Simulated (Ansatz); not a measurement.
Here is an Ansatz 0.2.0 calculation.

Contents of input.yaml:

```yaml
crystal:
  lattice:
    - [-2.3713723045, 2.3713723045, 1.3292653899]
    - [2.3713723045, -2.3713723045, 1.3292653899]
    - [2.3713723045, 2.3713723045, -1.3292653899]
  atoms:
    - { symbol: Si, position: [0.500617, 0.504993, -0.009059] }
    - { symbol: Si, position: [0.25566, 0.759012, 0.494937] }
hamiltonian:
  xc: pbesol
  pseudopotentials: { kind: paw }
kpoints:
  mp_grid: { grid: [11, 11, 11] }
scf:
  occupations: { method: fermi_dirac, width: 0.05 }
output:
  forces: true
  stress: true
  eigenvalues: true
  write_density: true
  write_potential: true
  elf: true
  volumetric_format: npy
```

Potentials or basis: Ansatz PAW.

Launch:

```bash
$ ansatz run input.yaml --threads 2 --pin off --max-ram 5632MiB --backend cpu --events-out ev --progress --plain --runs-dir out
```

(1) Predict the pressure.

(2) What does it give for the band gap on the k mesh?

(3) Estimate the largest force.

Answers

(1) 0.7 GPa.

(2) none (metal or under the smearing width).

(3) 0.080 eV/Å.

Caveat: the PAW data sets come from PBE, with cores solved anew for the run's functional, which leaves a small shift of forces and pressure.
